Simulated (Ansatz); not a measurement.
TiC: reading a single point

```xyz
8
Lattice="-2.2015 0.0373 2.2799 2.1908 -4.4793 2.1946 2.2227 4.5858 2.3757" Properties=species:S:1:pos:R:3 pbc="T T T"
Ti   -2.1453    0.0593    2.3337
Ti   -0.0249    0.0367    4.4732
Ti    2.1966   -2.1567    4.5285
Ti    2.1926    2.3431    4.6529
C     2.2285    2.3546    2.4189
C    -0.0043   -2.1292    4.4946
C     0.0438    0.0737    2.2671
C     2.2659    0.0939    4.5721
```

The numbers come from plane-wave PAW DFT (Ansatz): r2SCAN, no spin polarisation, 500 eV, 6×4×4 (shifted by 0.5, 0, 0.5 steps) k points, fermi-dirac occupations (width 0.1 eV). Nothing was relaxed.

**Forces.** The largest is on Ti2: 1.79 eV/Å, components (1.11, 0.61, 1.26). It makes 126° with the line to a nearest neighbour, C7 at 2.14 Å.
**Stress.** The pressure is -22.8 GPa (compression positive), so with the atoms held at these fractions the cell would first shrink; the forces are large, so a full relaxation may end otherwise. The principal stresses -31.4, -19.9, -17.2 GPa differ, so its shape would change too.
**Formation energy.** -0.84 eV an atom against the elements' usual phases (free molecules for gases, crystals otherwise, with no correction for O₂ or N₂), so it is bound against them; other compounds may still compete. Relaxing would lower it.
**Electronic structure.** It is a metal, with about 0.46 states/eV a cell as the mean within 0.25 eV of the Fermi level, mostly Ti d (54 %) and C p (43 %).

Origin: a strained cell with displaced atoms, so it need not be a known compound. Caveats: the k mesh is coarse if the cell is a metal; atoms or cell far from equilibrium.
